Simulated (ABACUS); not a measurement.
The system is Cu.

```
CELL_PARAMETERS angstrom
1.21846 -3.97638 0.00000
1.21846 3.97638 0.00000
0.00000 0.00000 2.47550
ATOMIC_POSITIONS crystal
Cu 0.86613 0.13387 0.75000
Cu 0.13387 0.86613 0.25000
```

This isn't the form of Cu at room conditions, which is fcc.

| Quantity | Value |
| --- | --- |
| Program | ABACUS 3.10.1 |
| Task | single point |
| Functional | PBEsol |
| Potentials or basis | PseudoDojo NC SR 0.4.1 PBEsol standard |
| Cutoff | 1252 eV |
| Density cutoff | 5007 eV |
| Basis | plane waves |
| k mesh | 11 × 11 × 11 |
| Occupations | fermi-dirac, width 0.05 eV |
| Spin | no spin polarisation |

On this cell: pressure -1.7 GPa; largest force 0.011 eV/Å; band gap on the k mesh none (metal or under the smearing width).

The same run follows on a disturbed copy (atoms moved at random, drawn with an rms of 0.05 Å):

```
Cu
1.0
     1.21846   -3.97638    0.00000
     1.21846    3.97638    0.00000
     0.00000    0.00000    2.47550
Cu
2
Cartesian
  1.2239 -2.9338 1.8317
  1.2431 2.9828 0.6113
```

Q: What does the disturbed cell give?

A: The energy (extrapolated to zero smearing) moves by +17.7 meV/atom; pressure -1.7 GPa; largest force 0.747 eV/Å; band gap on the k mesh none (metal or under the smearing width).

Forces in eV/Å, atoms in the order of the input:
```
Cu   0.005  0.745  0.053
Cu  -0.005 -0.745 -0.053
```

Stress tensor (GPa, compression positive):
```
-3.32 -0.52  0.00
-0.52 -0.57  0.17
 0.00  0.17 -1.09
```
